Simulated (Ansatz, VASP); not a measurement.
# AsRu in two plane-wave programs, part 2 of 2

Wanted: the spread between two codes on one cell, functional and k mesh.

VASP 6.6.1 and Ansatz 0.2.0.

So far. Step 3 (VASP: band structure, LDA): The PAW data sets were made with PBE, though LDA sets exist; this is a small mismatch. At this level the cell is under a tension of 6.8 GPa, so at these settings it is away from equilibrium.

### 4. Differences

Known differences besides the potentials themselves: the two LDA forms differ slightly; the data sets hold 124 valence electrons in Ansatz (default PAW (the set named soft_2) files) and 76 in VASP; the cutoff is 420 eV in Ansatz and 400 eV in VASP; Ansatz makes its cores anew for this functional, VASP keeps those of its PBE data sets; VASP's log shows a relativistic correction to its local exchange, Ansatz's none. Total energies have different zeros and are not compared.

The two programs side by side:

| quantity | Ansatz | VASP | difference |
| --- | --- | --- | --- |
| pressure (GPa) | -7.69 | -6.84 | -0.85 |

Forces (eV/Å; atoms numbered as in POSCAR):

| atom | Ansatz x, y, z | VASP x, y, z |
| --- | --- | --- |
| As1 | 0.132, 0.000, 0.039 | 0.121, 0.000, 0.035 |
| As2 | -0.132, 0.000, -0.039 | -0.121, 0.000, -0.035 |
| As3 | 0.132, 0.000, -0.039 | 0.121, 0.000, -0.035 |
| As4 | -0.132, 0.000, 0.039 | -0.121, 0.000, 0.035 |
| Ru5 | 0.117, 0.000, -0.062 | 0.140, 0.000, -0.074 |
| Ru6 | -0.117, 0.000, 0.062 | -0.140, 0.000, 0.074 |
| Ru7 | 0.117, 0.000, 0.062 | 0.140, 0.000, 0.074 |
| Ru8 | -0.117, 0.000, -0.062 | -0.140, 0.000, -0.074 |

The forces differ by 12 meV/Å r.m.s., which is 14.2 % of the r.m.s. force of 0.08 eV/Å (both taken over all components). Levels from 3 eV below to 2 eV above the Fermi level differ by 8 meV r.m.s. and 28 meV at most; each VASP level is matched to the nearest of Ansatz, which flatters the figure a little.

### 5. VASP: band structure, PBEsol

With cell and atoms fixed, the geometry can't cause a difference; cores, projectors, grids and the points listed under the comparison can.

Contents of INCAR:

```
SYSTEM = AsRu
PREC = Accurate
ENCUT = 400
EDIFF = 1E-06
NELM = 100
ISMEAR = 0
SIGMA = 0.02
LREAL = .FALSE.
ALGO = Normal
GGA = PS
NBANDS = 59
LASPH = .TRUE.
LORBIT = 11
LWAVE = .FALSE.
LCHARG = .FALSE.
KPAR = 2
NCORE = 4
```

Contents of POSCAR:

```
AsRu
1.0
    5.7315034000      0.0000000000      0.0000000000
    0.0000000000      3.3427781800      0.0000000000
    0.0000000000      0.0000000000      6.3686909200
As Ru
4 4
Direct
    0.6962201500      0.2500000000      0.0699048100
    0.3037798500      0.7500000000      0.9300951900
    0.1962201500      0.2500000000      0.4300951900
    0.8037798500      0.7500000000      0.5699048100
    0.4945708900      0.2500000000      0.7044635600
    0.5054291100      0.7500000000      0.2955364400
    0.9945708900      0.2500000000      0.7955364400
    0.0054291100      0.7500000000      0.2044635600
```

Contents of KPOINTS:

```
Automatic mesh
0
Gamma
3 4 2
0 0 0
```

Contents of KPOINTS_OPT:

```
Line mode
12
Line-mode
Reciprocal
  0.00000000   0.00000000   0.00000000 GAMMA
  0.00000000  -0.50000000   0.00000000 X

  0.00000000  -0.50000000   0.00000000 X
 -0.50000000  -0.50000000   0.00000000 S

 -0.50000000  -0.50000000   0.00000000 S
 -0.50000000   0.00000000   0.00000000 Y

 -0.50000000   0.00000000   0.00000000 Y
  0.00000000   0.00000000   0.00000000 GAMMA

  0.00000000   0.00000000   0.00000000 GAMMA
  0.00000000   0.00000000  -0.50000000 Z

  0.00000000   0.00000000  -0.50000000 Z
  0.00000000  -0.50000000  -0.50000000 U

  0.00000000  -0.50000000  -0.50000000 U
 -0.50000000  -0.50000000  -0.50000000 R

 -0.50000000  -0.50000000  -0.50000000 R
 -0.50000000   0.00000000  -0.50000000 T

 -0.50000000   0.00000000  -0.50000000 T
  0.00000000   0.00000000  -0.50000000 Z

 -0.50000000   0.00000000   0.00000000 Y
 -0.50000000   0.00000000  -0.50000000 T

  0.00000000  -0.50000000  -0.50000000 U
  0.00000000  -0.50000000   0.00000000 X

 -0.50000000  -0.50000000   0.00000000 S
 -0.50000000  -0.50000000  -0.50000000 R
```

The projector-augmented-wave data sets are As and Ru_pv (PBE family, release 64).

Launch:

```bash
mpirun -np 8 vasp_std
```

Numbers of over 12 decimals in the logs are rounded to 6 here.

Output:

```text
[banner, memory and clock lines left out]
running    8 mpi-ranks, on    1 nodes
[...]
[... a notice as in an earlier step ...]

 LDA part: xc-table for (Slater+PW92), standard interpolation
 POSCAR, INCAR and KPOINTS ok, starting setup
[...]
entering main loop
       N       E                     dE             d eps       ncg     rms          rms(c)
DAV:   1     0.675279113620E+03    0.67528E+03   -0.36014E+04  1512   0.106E+03
DAV:   2    -0.358902604722E+02   -0.71117E+03   -0.67962E+03  1548   0.352E+02
DAV:   3    -0.646205524431E+02   -0.28730E+02   -0.28090E+02  1634   0.712E+01
DAV:   4    -0.649949889262E+02   -0.37444E+00   -0.37376E+00  1632   0.734E+00
[...]
DAV:  12    -0.631456881602E+02   -0.21363E-05   -0.16462E-05  1736   0.162E-02    0.734E-03
DAV:  13    -0.631456864590E+02    0.17012E-05   -0.28157E-06  1386   0.819E-03    0.318E-03
DAV:  14    -0.631456862164E+02    0.24258E-06   -0.16452E-07   840   0.186E-03
   1 F= -.63145686E+02 E0= -.63143342E+02  d E =-.468793E-02
 Start KPOINTS_OPT (optional k-point list driver)
k-point batch [1-12\144]
       N       E                     dE             ncg
DAV:   1     0.258014171014E+04   -0.11567E+05     1552
DAV:   2    -0.584085022234E+04   -0.84210E+04     1548
DAV:   3    -0.618996666156E+04   -0.34912E+03     1629
DAV:   4    -0.619469649960E+04   -0.47298E+01     1728
DAV:   5    -0.619482934149E+04   -0.13284E+00     1989
DAV:   6    -0.619483356841E+04   -0.42269E-02     1792
DAV:   7    -0.619483362587E+04   -0.57461E-04     1877
DAV:   8    -0.619483362804E+04   -0.21687E-05     1112
DAV:   9    -0.619483362827E+04   -0.22410E-06     1069
[...]
k-point batch [133-144\144]
       N       E                     dE             ncg
DAV:   1     0.242338022444E+04   -0.26501E+05     1536
DAV:   2    -0.583939456876E+04   -0.82628E+04     1551
DAV:   3    -0.617956831466E+04   -0.34017E+03     1658
DAV:   4    -0.618385862218E+04   -0.42903E+01     1628
DAV:   5    -0.618396981162E+04   -0.11119E+00     1935
DAV:   6    -0.618397355437E+04   -0.37427E-02     1776
DAV:   7    -0.618397359975E+04   -0.45380E-04     1792
DAV:   8    -0.618397360003E+04   -0.28351E-06     1072
```

OUTCAR, selected parts (step 5):

```text
  Total       -3.8555785     -2.1688553     -2.7830865      0.0000000      0.0000000      0.0000000
  in kB      -50.6260270    -28.4783540    -36.5435731      0.0000000      0.0000000      0.0000000
  external PRESSURE =     -38.5493180 kB  Pullay stress =       0.0000000 kB

 POSITION                                       TOTAL-FORCE (eV/Angst)
 -----------------------------------------------------------------------------------
      3.99039      0.83569      0.44520         0.039124      0.000000      0.001551
      1.74112      2.50708      5.92349        -0.039124      0.000000     -0.001551
      1.12464      0.83569      2.73914         0.039124      0.000000     -0.001551
      4.60687      2.50708      3.62955        -0.039124      0.000000      0.001551
      2.83463      0.83569      4.48651         0.152761      0.000000     -0.097368
      2.89687      2.50708      1.88218        -0.152761     -0.000000      0.097368
      5.70039      0.83569      5.06653         0.152761     -0.000000      0.097368
      0.03112      2.50708      1.30217        -0.152761     -0.000000     -0.097368
 -----------------------------------------------------------------------------------
    total drift:                               -0.000000     -0.000000     -0.000000

  FREE ENERGIE OF THE ION-ELECTRON SYSTEM (eV)
  ---------------------------------------------------
  free  energy   TOTEN  =       -63.1456862164 eV

  energy  without entropy=      -63.1409982814  energy(sigma->0) =      -63.14334225

[... 2 parts as in an earlier step ...]

[... 1 further part left out ...]
[key lines of the parts left out:]
E-fermi :   9.6849
```

At this level the cell is under a tension of 3.9 GPa, so at these settings it is away from equilibrium.

### 6. Ansatz: band structure, PBEsol

The same cell, functional, mesh and smearing now go to Ansatz, which takes its cutoff from its data sets.

Contents of input.yaml:

```yaml
crystal:
  lattice:
    - [5.7315034, 0.0, 0.0]
    - [0.0, 3.34277818, 0.0]
    - [0.0, 0.0, 6.36869092]
  atoms:
    - { symbol: As, position: [0.69622015, 0.25, 0.06990481] }
    - { symbol: As, position: [0.30377985, 0.75, 0.93009519] }
    - { symbol: As, position: [0.19622015, 0.25, 0.43009519] }
    - { symbol: As, position: [0.80377985, 0.75, 0.56990481] }
    - { symbol: Ru, position: [0.49457089, 0.25, 0.70446356] }
    - { symbol: Ru, position: [0.50542911, 0.75, 0.29553644] }
    - { symbol: Ru, position: [0.99457089, 0.25, 0.79553644] }
    - { symbol: Ru, position: [0.00542911, 0.75, 0.20446356] }
hamiltonian:
  xc: pbesol
  pseudopotentials: { kind: paw }
kpoints:
  mp_grid: { grid: [3, 4, 2] }
  band_path:
    path:
      - [0.0, 0.0, 0.0]
      - [0.0, -0.18182, 0.0]
      - [0.0, -0.40909, 0.0]
      - [-0.09091, -0.5, 0.0]
      - [-0.31818, -0.5, 0.0]
      - [-0.5, -0.5, 0.0]
      - [-0.5, -0.27273, 0.0]
      - [-0.5, -0.04545, 0.0]
      - [-0.36364, 0.0, 0.0]
      - [-0.13636, 0.0, 0.0]
      - [0.0, 0.0, -0.04545]
      - [0.0, 0.0, -0.27273]
      - [0.0, 0.0, -0.5]
      - [0.0, -0.18182, -0.5]
      - [0.0, -0.40909, -0.5]
      - [-0.04545, -0.5, -0.5]
      - [-0.27273, -0.5, -0.5]
      - [-0.5, -0.5, -0.5]
      - [-0.5, -0.31818, -0.5]
      - [-0.5, -0.09091, -0.5]
      - [-0.40909, 0.0, -0.5]
      - [-0.18182, 0.0, -0.5]
      - [-0.5, 0.0, 0.0]
      - [-0.5, 0.0, -0.22727]
      - [-0.5, 0.0, -0.45455]
      - [0.0, -0.5, -0.36364]
      - [0.0, -0.5, -0.13636]
      - [-0.5, -0.5, -0.04545]
      - [-0.5, -0.5, -0.27273]
      - [-0.5, -0.5, -0.5]
    npoints: 1
scf:
  occupations: { method: gaussian, width: 0.02 }
  n_extra_bands: 10
output:
  forces: true
  stress: true
  eigenvalues: true
```

Launch:

```bash
ansatz run input.yaml --threads 4 --pin off --max-ram 9216MiB --backend cpu --events-out ev --progress --plain --runs-dir out
```

Output:

```text
[...]
Crystal: 8 atoms, lattice volume = 122.019 Å³
Basis set: ecut = 420 eV, 2401 PW (Γ), exchange–correlation on 80×48×90 points (8 copies of the dense FFT grid, shifted against one another)
Bands: 72, of which v1, the nominal top of the filled ones, is band 62 counted from 1 (61 counted from 0)
Symmetry: 8 space group operations
[...]
k-points: 12 of 24
[...]
k-point 0: bands = [... 58 lower, 17.3069, 17.3527, 17.5271, 17.7932, 17.8920, 18.9590, 19.4299, 20.3949, ... 6 higher]
  k-point 1: bands = [... 58 lower, 17.0355, 17.0355, 17.5896, 17.5896, 19.5926, 19.5926, 19.9957, 19.9957, ... 6 higher]
  k-point 2: bands = [... 58 lower, 17.2114, 17.2748, 17.7655, 17.9348, 18.1410, 19.2620, 19.8339, 20.0030, ... 6 higher]
  k-point 11: bands = [... 58 lower, 17.4243, 17.4243, 18.1571, 18.1571, 18.1993, 18.1993, 19.9583, 19.9583, ... 6 higher]
[key lines of the parts left out:]
SCF converged after 7 iterations
Free energy (F): -42520.153591 eV
Fermi energy:    18.168902 eV
P = ⅓ Tr σ = -3.8453 GPa (-38.453 kbar)
```

Wall time 3.9 s (4 threads of Arm Neoverse V1, shared host); peak memory 0.54 GiB; 15 s of CPU time.

### 7. Comparison

Both answers:

| quantity | Ansatz | VASP | difference |
| --- | --- | --- | --- |
| pressure (GPa) | -3.85 | -3.85 | +0.01 |

Forces (eV/Å; atoms numbered as in POSCAR):

| atom | Ansatz x, y, z | VASP x, y, z |
| --- | --- | --- |
| As1 | 0.041, 0.000, 0.002 | 0.039, 0.000, 0.002 |
| As2 | -0.041, 0.000, -0.002 | -0.039, 0.000, -0.002 |
| As3 | 0.041, 0.000, -0.002 | 0.039, 0.000, -0.002 |
| As4 | -0.041, 0.000, 0.002 | -0.039, 0.000, 0.002 |
| Ru5 | 0.145, 0.000, -0.092 | 0.153, 0.000, -0.097 |
| Ru6 | -0.145, 0.000, 0.092 | -0.153, 0.000, 0.097 |
| Ru7 | 0.145, 0.000, 0.092 | 0.153, 0.000, 0.097 |
| Ru8 | -0.145, 0.000, -0.092 | -0.153, 0.000, -0.097 |

The forces differ by 4.0 meV/Å r.m.s., which is 5.2 % of the r.m.s. force of 0.08 eV/Å (both taken over all components). Levels from 3 eV below to 2 eV above the Fermi level differ by 2 meV r.m.s. and 11 meV at most; each VASP level is matched to the nearest of Ansatz, which flatters the figure a little. Ansatz's pressure holds a Pulay correction of 0.04 GPa; VASP's holds none.

### 8. Ansatz: band structure, r2SCAN

A single point gives forces, pressure and levels at one fixed geometry, so differences don't come from the geometry; what else differs is listed under the comparison.

Edit input.yaml of step 6 so:

```diff
@@ -15,3 +15,3 @@
 hamiltonian:
-  xc: pbesol
+  xc: r2scan
   pseudopotentials: { kind: paw }
```

Output:

```text
[...]
Crystal: 8 atoms, lattice volume = 122.019 Å³
Basis set: ecut = 500 eV, 3075 PW (Γ), exchange–correlation on 180×100×192 points (64 copies of the dense FFT grid, shifted against one another)
Bands: 72, of which v1, the nominal top of the filled ones, is band 62 counted from 1 (61 counted from 0)
Symmetry: 8 space group operations
[...]
k-points: 12 of 24
[...]
k-point 0: bands = [... 58 lower, 17.1969, 17.3115, 17.5177, 17.7206, 17.8854, 19.0849, 19.5999, 20.6506, ... 6 higher]
  k-point 1: bands = [... 58 lower, 17.0007, 17.0007, 17.5180, 17.5180, 19.7649, 19.7649, 20.1268, 20.1268, ... 6 higher]
  k-point 2: bands = [... 58 lower, 17.1358, 17.2861, 17.7816, 17.9069, 18.1717, 19.3954, 20.0012, 20.2063, ... 6 higher]
  k-point 11: bands = [... 58 lower, 17.4017, 17.4017, 18.1968, 18.1968, 18.2482, 18.2482, 20.0975, 20.0975, ... 6 higher]
[key lines of the parts left out:]
SCF converged after 8 iterations
Free energy (F): -43023.364305 eV
Fermi energy:    18.215792 eV
P = ⅓ Tr σ = -0.5751 GPa (-5.751 kbar)
```

It took 8.3 s on 4 threads; peak memory 0.79 GiB.

### 9. VASP: band structure, r2SCAN

The same cell, functional, mesh and smearing now go to VASP, with its own data sets and cutoff.

Edit INCAR of step 5 so:

```diff
@@ -9,5 +9,5 @@
 ALGO = Normal
-GGA = PS
+METAGGA = R2SCAN
+LASPH = .TRUE.
 NBANDS = 59
-LASPH = .TRUE.
 LORBIT = 11
```

POSCAR is that of step 5.

KPOINTS is that of step 5.

KPOINTS_OPT is that of step 5.

Launch:

```bash
mpirun -np 8 vasp_std
```

Output:

```text
[banner, memory and clock lines left out]
running    8 mpi-ranks, on    1 nodes
[...]
[... a notice as in an earlier step ...]

 LDA part: xc-table for (None), standard interpolation
 POSCAR, INCAR and KPOINTS ok, starting setup
[...]
entering main loop
       N       E                     dE             d eps       ncg     rms          rms(c)
DAV:   1     0.584485956902E+03    0.58449E+03   -0.37138E+04  1512   0.109E+03
DAV:   2    -0.154392950212E+03   -0.73888E+03   -0.70646E+03  1548   0.365E+02
DAV:   3    -0.184206542854E+03   -0.29814E+02   -0.29164E+02  1634   0.740E+01
DAV:   4    -0.184615558374E+03   -0.40902E+00   -0.40818E+00  1696   0.770E+00
[...]
DAV:  11    -0.162774485533E+03   -0.89458E-06   -0.27007E-04  1682   0.954E-02    0.199E-02
DAV:  12    -0.162774486555E+03   -0.10215E-05   -0.26129E-05  1842   0.246E-02    0.589E-03
DAV:  13    -0.162774486422E+03    0.13283E-06   -0.12161E-06  1170   0.541E-03
   1 F= -.16277449E+03 E0= -.16277338E+03  d E =-.221608E-02
 Start KPOINTS_OPT (optional k-point list driver)
k-point batch [1-12\144]
       N       E                     dE             ncg
DAV:   1     0.245311316794E+04   -0.11694E+05     1536
DAV:   2    -0.633636937539E+04   -0.87895E+04     1548
DAV:   3    -0.669796150372E+04   -0.36159E+03     1636
DAV:   4    -0.670314544890E+04   -0.51839E+01     1808
DAV:   5    -0.670327354639E+04   -0.12810E+00     1864
DAV:   6    -0.670327913291E+04   -0.55865E-02     1776
DAV:   7    -0.670327930016E+04   -0.16725E-03     1776
DAV:   8    -0.670327930319E+04   -0.30289E-05     1290
DAV:   9    -0.670327930326E+04   -0.76955E-07     1176
[...]
k-point batch [133-144\144]
       N       E                     dE             ncg
DAV:   1     0.227752190607E+04   -0.26647E+05     1536
DAV:   2    -0.633336550824E+04   -0.86109E+04     1548
DAV:   3    -0.668589171426E+04   -0.35253E+03     1655
DAV:   4    -0.669061686270E+04   -0.47251E+01     1690
DAV:   5    -0.669073018785E+04   -0.11333E+00     1928
DAV:   6    -0.669073401958E+04   -0.38317E-02     1856
DAV:   7    -0.669073410676E+04   -0.87188E-04     1712
DAV:   8    -0.669073410721E+04   -0.44219E-06     1181
```

OUTCAR, selected parts (step 9):

```text
  Total       -1.3738937      1.2119553     -1.2409126     -0.0000000      0.0000000      0.0000000
  in kB      -18.0400366     15.9136906    -16.2939173     -0.0000000      0.0000000      0.0000000
  external PRESSURE =      -6.1400877 kB  Pullay stress =       0.0000000 kB

 POSITION                                       TOTAL-FORCE (eV/Angst)
 -----------------------------------------------------------------------------------
      3.99039      0.83569      0.44520         0.015041      0.000000      0.044721
      1.74112      2.50708      5.92349        -0.015041      0.000000     -0.044721
      1.12464      0.83569      2.73914         0.015041      0.000000     -0.044721
      4.60687      2.50708      3.62955        -0.015041      0.000000      0.044721
      2.83463      0.83569      4.48651         0.104918      0.000000      0.060673
      2.89687      2.50708      1.88218        -0.104918      0.000000     -0.060673
      5.70039      0.83569      5.06653         0.104918     -0.000000     -0.060673
      0.03112      2.50708      1.30217        -0.104918     -0.000000      0.060673
 -----------------------------------------------------------------------------------
    total drift:                               -0.000000     -0.000000     -0.000000

  FREE ENERGIE OF THE ION-ELECTRON SYSTEM (eV)
  ---------------------------------------------------
  free  energy   TOTEN  =      -162.7744864218 eV

  energy  without entropy=     -162.7722703432  energy(sigma->0) =     -162.77337838

[... 2 parts as in an earlier step ...]

[... 1 further part left out ...]
[key lines of the parts left out:]
E-fermi :   9.7293
```

The run ends at a pressure of -0.61 GPa, with forces up to 0.12 eV/Å.

### 10. Comparison

What differs besides the data sets and the points named for the pairs above, as far as they apply: VASP keeps PBE cores, Ansatz makes them for the functional; the cutoff is 500 eV in Ansatz and 400 eV in VASP. Total energies have different zeros and are not compared.

Compared:

| quantity | Ansatz | VASP | difference |
| --- | --- | --- | --- |
| pressure (GPa) | -0.58 | -0.61 | +0.04 |
| pressure without Ansatz's Pulay correction (GPa) | -0.65 | -0.61 | -0.04 |

Forces (eV/Å; atoms numbered as in POSCAR):

| atom | Ansatz x, y, z | VASP x, y, z |
| --- | --- | --- |
| As1 | 0.022, 0.000, 0.045 | 0.015, 0.000, 0.045 |
| As2 | -0.022, 0.000, -0.045 | -0.015, 0.000, -0.045 |
| As3 | 0.022, 0.000, -0.045 | 0.015, 0.000, -0.045 |
| As4 | -0.022, 0.000, 0.045 | -0.015, 0.000, 0.045 |
| Ru5 | 0.113, 0.000, 0.067 | 0.105, 0.000, 0.061 |
| Ru6 | -0.113, 0.000, -0.067 | -0.105, 0.000, -0.061 |
| Ru7 | 0.113, 0.000, -0.067 | 0.105, 0.000, -0.061 |
| Ru8 | -0.113, 0.000, 0.067 | -0.105, 0.000, 0.061 |

The forces differ by 5.2 meV/Å r.m.s., which is 9.8 % of the r.m.s. force of 0.05 eV/Å (both taken over all components). Levels from 3 eV below to 2 eV above the Fermi level differ by 4 meV r.m.s. and 9 meV at most; each VASP level is matched to the nearest of Ansatz, which flatters the figure a little. Ansatz's pressure holds a Pulay correction of 0.08 GPa; VASP's holds none.

### 11. Results

| Item | Value |
| --- | --- |
| r.m.s. difference of levels near the Fermi level (band structure, LDA) | 8.3 meV |
| r.m.s. force difference (band structure, LDA) | 12 meV/Å |
| difference in pressure (band structure, LDA) | -0.85 GPa |
| r.m.s. difference of levels near the Fermi level (band structure, PBEsol) | 2.4 meV |
| r.m.s. difference of levels near the Fermi level (band structure, r2SCAN) | 3.7 meV |

**Reading.** The r.m.s. force difference is 12 meV/Å (band structure, LDA), at about the 12 meV/Å picked in this series as the mark of a large difference. 1 further run of this series is not shown here. How closely two codes agree says nothing of how well the functional describes the real material.

[Lines on the potential files, build, host, timing and source positions are cut from VASP's logs without a mark.]

[Logs are printed without paths, hosts, clocks, repeated set-up lines and the standing remarks that a program may print on its own settings, such as how far it seeks lower states.]

[Hosts, paths, dates, database ids (printed as entryN), source tags and the programs' standing remarks are cut or masked in the printed files.]

[VASP's PBE data sets in a run with another functional are called a small mismatch above; for pressures it isn't always small: they can move by 1 GPa and more.]
